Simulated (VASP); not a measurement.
# SiRu (P2_13) in VASP: single point with HSE06

Aim: the single point of SiRu with HSE06.

Program: VASP 6.6.1. These are calculated values, not measurements. Logs are shortened: lines on timing, memory, paths and dates and some standing lists are left out, and cuts for length are marked.

## 1. The structure

It takes space group P2_13 (No. 198, cubic). The conventional cell has a = 4.690 Å, b = 4.690 Å, c = 4.690 Å, α = 90.00°, β = 90.00°, γ = 90.00°. Si (site symmetry 3) is surrounded by 7 Ru at 2.38 to 2.67 Å. Ru (site symmetry 3) is surrounded by 7 Si at 2.38 to 2.67 Å.

The cell comes from a database or a generator and needn't be the stable form of this composition.

## 2. Single point, HSE06

The input, POSCAR:

```
SiRu
1.0
    4.6904800000      0.0000000000      0.0000000000
    0.0000000000      4.6904800000      0.0000000000
    0.0000000000      0.0000000000      4.6904800000
Si Ru
4 4
Direct
    0.1616100000      0.3383900000      0.6616100000
    0.3383900000      0.6616100000      0.1616100000
    0.6616100000      0.1616100000      0.3383900000
    0.8383900000      0.8383900000      0.8383900000
    0.8686500000      0.6313500000      0.3686500000
    0.6313500000      0.3686500000      0.8686500000
    0.3686500000      0.8686500000      0.6313500000
    0.1313500000      0.1313500000      0.1313500000
```

The input, INCAR.step1:

```
SYSTEM = SiRu
ALGO = Normal
EDIFF = 1E-5
ENCUT = 520
GGA = PE
ISIF = 2
ISMEAR = 0
LASPH = .TRUE.
LCHARG = .FALSE.
LREAL = .FALSE.
LWAVE = .TRUE.
NELM = 100
PREC = Accurate
SIGMA = 0.1
```

The input, INCAR.step2:

```
SYSTEM = SiRu
ALGO = Normal
EDIFF = 1E-7
ENCUT = 520
GGA = PE
HFSCREEN = 0.2
ISIF = 2
ISMEAR = 0
ISTART = 1
LASPH = .TRUE.
LCHARG = .FALSE.
LHFCALC = .TRUE.
LREAL = .FALSE.
LWAVE = .FALSE.
NELM = 100
PREC = Accurate
PRECFOCK = Fast
SIGMA = 0.1
```

The input, KPOINTS:

```
k-points
0
G
  4 4 4
  0 0 0
```

Potentials or basis: VASP PAW PBE potentials, release 64 (Si, Ru_pv).

Started as:

```sh
cat potpaw_PBE.64/Si/POTCAR potpaw_PBE.64/Ru_pv/POTCAR > POTCAR
cp INCAR.step1 INCAR
mpirun -np 1 vasp_std > vasp.out
cp INCAR.step2 INCAR
mpirun -np 1 vasp_std > vasp.out
```

OUTCAR:

```text
SYSTEM = SiRu
   EDIFF = 1E-7
   ENCUT = 520
   GGA = PE
   HFSCREEN = 0.2
   ISIF = 2
   ISMEAR = 0
   ISTART = 1
   LASPH = .TRUE.
   LHFCALC = .TRUE.
   LREAL = .FALSE.
   NELM = 100
   PREC = Accurate
   PRECFOCK = Fast

 ion  position               nearest neighbor table
   1  0.162  0.338  0.662-   5 2.38   6 2.41   7 2.41   8 2.41   7 2.67   8 2.67   6 2.67   2 2.91
                             2 2.91   3 2.91   4 2.91   3 2.91   4 2.91
   2  0.338  0.662  0.162-   6 2.38   5 2.41   7 2.41   8 2.41   5 2.67   7 2.67   8 2.67   1 2.91
                             1 2.91   3 2.91   3 2.91   4 2.91   4 2.91
   3  0.662  0.162  0.338-   7 2.38   6 2.41   5 2.41   8 2.41   6 2.67   5 2.67   8 2.67   1 2.91
                             4 2.91   2 2.91   2 2.91   1 2.91   4 2.91
   4  0.838  0.838  0.838-   8 2.38   6 2.41   7 2.41   5 2.41   6 2.67   5 2.67   7 2.67   2 2.91
                             3 2.91   1 2.91   3 2.91   1 2.91   2 2.91
   5  0.869  0.631  0.369-   1 2.38   2 2.41   3 2.41   4 2.41   3 2.67   4 2.67   2 2.67   8 2.87
                             6 2.87   6 2.87   8 2.87   7 2.87   7 2.87
   6  0.631  0.369  0.869-   2 2.38   1 2.41   3 2.41   4 2.41   1 2.67   3 2.67   4 2.67   8 2.87
                             5 2.87   5 2.87   7 2.87   7 2.87   8 2.87
   7  0.369  0.869  0.631-   3 2.38   2 2.41   1 2.41   4 2.41   2 2.67   1 2.67   4 2.67   8 2.87
                             8 2.87   5 2.87   6 2.87   6 2.87   5 2.87
   8  0.131  0.131  0.131-   4 2.38   2 2.41   3 2.41   1 2.41   2 2.67   1 2.67   3 2.67   5 2.87
                             6 2.87   7 2.87   7 2.87   5 2.87   6 2.87

  LATTYP: Found a simple cubic cell.
 ALAT       =     4.6904800000

  Lattice vectors:

 A1 = (   4.6904800000,   0.0000000000,   0.0000000000)
 A2 = (   0.0000000000,   4.6904800000,   0.0000000000)
 A3 = (   0.0000000000,   0.0000000000,   4.6904800000)

Analysis of symmetry for initial positions (statically):
=====================================================================
 Subroutine PRICEL returns:
 Original cell was already a primitive cell.

 Routine SETGRP: Setting up the symmetry group for a
 simple cubic supercell.

 Subroutine GETGRP returns: Found 12 space group operations
 (whereof  3 operations were pure point group operations)
 out of a pool of 48 trial point group operations.

The static configuration has the point symmetry C_3 .
 The point group associated with its full space group is T   .

Analysis of symmetry for dynamics (positions and initial velocities):
=====================================================================
 Subroutine PRICEL returns:
 Original cell was already a primitive cell.

 Routine SETGRP: Setting up the symmetry group for a
 simple cubic supercell.

 Subroutine GETGRP returns: Found 12 space group operations
 (whereof  3 operations were pure point group operations)
 out of a pool of 48 trial point group operations.

The dynamic configuration has the point symmetry C_3 .
 The point group associated with its full space group is T   .

 Subroutine INISYM returns: Found 12 space group operations
 (whereof  3 operations are pure point group operations),
 and found     1 'primitive' translations

----------------------------------------------------------------------------------------

                                     Primitive cell

  volume of cell :     103.1934

  direct lattice vectors                    reciprocal lattice vectors
     4.690480000  0.000000000  0.000000000     0.213197796  0.000000000  0.000000000
     0.000000000  4.690480000  0.000000000     0.000000000  0.213197796  0.000000000
     0.000000000  0.000000000  4.690480000     0.000000000  0.000000000  0.213197796

  length of vectors
     4.690480000  4.690480000  4.690480000     0.213197796  0.213197796  0.213197796

  position of ions in fractional coordinates (direct lattice)
     0.161610000  0.338390000  0.661610000
     0.338390000  0.661610000  0.161610000
     0.661610000  0.161610000  0.338390000
     0.838390000  0.838390000  0.838390000
     0.868650000  0.631350000  0.368650000
     0.631350000  0.368650000  0.868650000
     0.368650000  0.868650000  0.631350000
     0.131350000  0.131350000  0.131350000

  ion indices of the primitive-cell ions
   primitive index   ion index
[... 22 lines left out ...]
     0.000000000  0.000000000  0.053299449     0.000000000  0.000000000  0.250000000

  Length of vectors
     0.053299449  0.053299449  0.053299449

  Shift w.r.t. Gamma in fractional coordinates (k-lattice)
     0.000000000  0.000000000  0.000000000

 Subroutine IBZKPT returns following result:
 ===========================================

 Found     11 irreducible k-points:

 Following reciprocal coordinates:
            Coordinates               Weight
  0.000000  0.000000  0.000000      1.000000
  0.250000  0.000000  0.000000      6.000000
  0.500000  0.000000  0.000000      3.000000
  0.250000  0.250000  0.000000     12.000000
  0.500000  0.250000  0.000000      6.000000
 -0.250000  0.500000  0.000000      6.000000
  0.500000  0.500000  0.000000      3.000000
  0.250000  0.250000  0.250000      8.000000
  0.500000  0.250000  0.250000     12.000000
  0.500000  0.500000  0.250000      6.000000
  0.500000  0.500000  0.500000      1.000000
   k-points           NKPTS =     11   k-points in BZ     NKDIM =     64   number of bands    NBANDS=     43
   number of dos      NEDOS =    301   number of ions     NIONS =      8
   total plane-waves  NPLWV =  46656
   dimension x,y,z NGX =    36 NGY =   36 NGZ =   36
   dimension x,y,z NGXF=    72 NGYF=   72 NGZF=   72
   ions per type =               4   4
   NGX,Y,Z   is equivalent  to a cutoff of  12.76, 12.76, 12.76 a.u.
   NGXF,Y,Z  is equivalent  to a cutoff of  25.52, 25.52, 25.52 a.u.
 SYSTEM =  SiRu
   PREC   = accura    normal or accurate (medium, high low for compatibility)
   ISTART =      1    job   : 0-new  1-cont  2-samecut
   ICHARG =      0    charge: 1-file 2-atom 10-const
   ISPIN  =      1    spin polarized calculation?
   LNONCOLLINEAR =      F non collinear calculations
   LSORBIT =      F    spin-orbit coupling
   LASPH  =      T    aspherical Exc in radial PAW
   ENCUT  =  520.0 eV  38.22 Ry    6.18 a.u.   8.72  8.72  8.72*2*pi/ulx,y,z
   NELM   =    100;   NELMIN=  2; NELMDL=  0     # of ELM steps
   EDIFF  = 0.1E-06   stopping-criterion for ELM
   LREAL  =      F    real-space projection
   EDIFFG = 0.1E-05   stopping-criterion for IOM
   NSW    =      0    number of steps for IOM
   IBRION =     -1    ionic relax: 0-MD 1-quasi-New 2-CG
   NFREE  =      0    steps in history (QN), initial steepest desc. (CG)
   ISIF   =      2    stress and relaxation
   ISYM   =      3    0-nonsym 1-usesym 2-fastsym
   POTIM  = 0.5000    time-step for ionic-motion
   TEBEG  =    0.0;   TEEND  =   0.0 temperature during run
   PSTRESS=    0.0 pullay stress
   NELECT =      72.0000    total number of electrons
   NUPDOWN=      -1.0000    fix difference up-down
   EMIN   =  10.00;   EMAX   =-10.00  energy-range for DOS
   EFERMI =   0.00;   METHOD = LEGACY
   ISMEAR =     0;   SIGMA  =   0.10  broadening in eV -4-tet -1-fermi 0-gaus
   EFERMI_NEDOS =   21; number of points for ismear=-14 and -15
   IALGO  =     38    algorithm
   IMIX   =      1    mixing-type and parameters
     AMIX     =   0.40;   BMIX     =  1.00
     AMIX_MAG =   1.60;   BMIX_MAG =  1.00
  volume/ion in A,a.u.               =      12.90        87.05
  Fermi-wavevector in a.u.,A,eV,Ry     =   1.452006  2.743893 28.685450  2.108321
  Thomas-Fermi vector in A             =   2.569438
   LORBIT       =      0    0 simple, 1 ext, 2 COOP (PROOUT), +10 PAW based schemes
   GGA     = PE    functional components
   LHFCALC =     T    Hartree Fock is set to
   PRECFOCK=fast      Normal, Fast or Accurate (Low or Medium for compatibility)
   ENCUT4O =  -1.0   cutoff for four orbital integrals eV
   NKREDX  =     1    reduce k-point grid by
   NKREDY  =     1    reduce k-point grid by
   NKREDZ  =     1    reduce k-point grid by
   AEXX    =    0.2500 exact exchange contribution
   HFSCREEN=    0.2000 screening length (either q_TF or 0.3 A-1)
   HFSCREENC=   0.2000 screening length for correlation (either q_TF or 0.3 A-1)
   ENCUTFOCK=  -1.0 apply spherical cutoff to Coloumb kernel
   IVDW    =     0    specifies the selected vdW correction
   LEPSILON=     F    determine dielectric tensor
   LRPA    =     F    only Hartree local field effects (RPA)
 non-spin polarized calculation
 Gauss-broadening in eV      SIGMA  =   0.10
  energy-cutoff  :      520.00
  volume of cell :      103.19
 maximum number of plane-waves:      2801
 NGX is ok and might be reduce to    36
  NGX = 20; NGY = 20; NGZ = 20

 number of electron      72.0000018 magnetization

 Free energy of the ion-electron system (eV)
  ---------------------------------------------------
  ext. energy  EPLUGINS =         0.00000000
  ---------------------------------------------------
  free energy    TOTEN  =       -75.58536250 eV

  energy without entropy =      -75.58536250  energy(sigma->0) =      -75.58536250

 E-fermi :  12.4772     XC(G=0): -10.5809

 val. band max:       12.1001262963   @ k =   0.2500   0.0000   0.0000
 cond. band min:      12.8658303842   @ k =   0.2500   0.2500   0.0000
 fundamental gap:      0.7657040879
 Fermi energy:        12.4771616030

 k-point     1 :       0.0000    0.0000    0.0000
  band No.  band energies     occupation
      1     -33.7733      2.00000
      2     -33.7733      2.00000
      3     -33.7733      2.00000
      4     -33.5798      2.00000
      5     -33.5798      2.00000
      6     -33.5798      2.00000
[... 495 lines left out ...]
     42      17.2747      0.00000
     43      17.2747      0.00000

------------------------ aborting loop because EDIFF is reached ----------------------------------------

  FORCE on cell =-STRESS in cart. coord.  units (eV):
  Direction    XX          YY          ZZ          XY          YZ          ZX
  --------------------------------------------------------------------------------------
  -------------------------------------------------------------------------------------
  Total       -1.4047346     -1.4047346     -1.4047346      0.0000000      0.0000000      0.0000000
  in kB      -21.8098661    -21.8098661    -21.8098661      0.0000000      0.0000000      0.0000000
  external PRESSURE =     -21.8098661 kB  Pullay stress =       0.0000000 kB

 VOLUME and BASIS-vectors are now :
 -----------------------------------------------------------------------------
  energy-cutoff  :      520.00
  volume of cell :      103.19
      direct lattice vectors                 reciprocal lattice vectors
     4.690480000  0.000000000  0.000000000     0.213197796  0.000000000  0.000000000
     0.000000000  4.690480000  0.000000000     0.000000000  0.213197796  0.000000000
     0.000000000  0.000000000  4.690480000     0.000000000  0.000000000  0.213197796

 POSITION                                       TOTAL-FORCE (eV/Angst)
 -----------------------------------------------------------------------------------
      0.75803      1.58721      3.10327         0.046098     -0.046098      0.046098
      1.58721      3.10327      0.75803        -0.046098      0.046098      0.046098
      3.10327      0.75803      1.58721         0.046098      0.046098     -0.046098
      3.93245      3.93245      3.93245        -0.046098     -0.046098     -0.046098
      4.07439      2.96133      1.72915         0.145939     -0.145939      0.145939
      2.96133      1.72915      4.07439        -0.145939      0.145939      0.145939
      1.72915      4.07439      2.96133         0.145939      0.145939     -0.145939
      0.61609      0.61609      0.61609        -0.145939     -0.145939     -0.145939
 -----------------------------------------------------------------------------------
    total drift:                               -0.000004     -0.000003      0.000002

  FREE ENERGIE OF THE ION-ELECTRON SYSTEM (eV)
  ---------------------------------------------------
  free  energy   TOTEN  =       -75.5853625039 eV

  energy  without entropy=      -75.5853624967  energy(sigma->0) =      -75.58536250
```

It took 67 min on 1 thread of Intel Xeon 6975P-C (Granite Rapids), shared host; peak memory 0.35 GiB.

What came out:

```yaml
Free_energy: -75.5854 eV
Pressure: -2.2 GPa
Largest_force: 0.253 eV/Å
Band_gap_on_the_k_mesh: 0.77 eV, indirect (least direct gap 0.99 eV)
```

Forces on the atoms (eV/Å):
```
Si   0.046 -0.046  0.046
Si  -0.046  0.046  0.046
Si   0.046  0.046 -0.046
Si  -0.046 -0.046 -0.046
Ru   0.146 -0.146  0.146
Ru  -0.146  0.146  0.146
Ru   0.146  0.146 -0.146
Ru  -0.146 -0.146 -0.146
```

Levels at points of the mesh, in eV from the valence-band top:
```
           k point  band 33  band 34  band 35  band 36  band 37  band 38  band 39  band 40
(0.00, 0.00, 0.00)    -0.72    -0.72    -0.68    -0.68     1.71     1.71     1.71     3.90
(0.50, 0.00, 0.00)    -1.32    -1.32    -0.28    -0.28     0.84     0.84     3.07     3.07
(0.50, 0.50, 0.00)    -1.91    -1.91    -1.21    -1.21     1.64     1.64     2.19     2.19
(0.50, 0.50, 0.50)    -1.41    -1.41    -1.41    -1.41     1.36     1.36     1.36     1.36
```

Caveat: the PAW data sets were made with another functional, which shifts forces and pressure a little. A k mesh can miss the band edges.
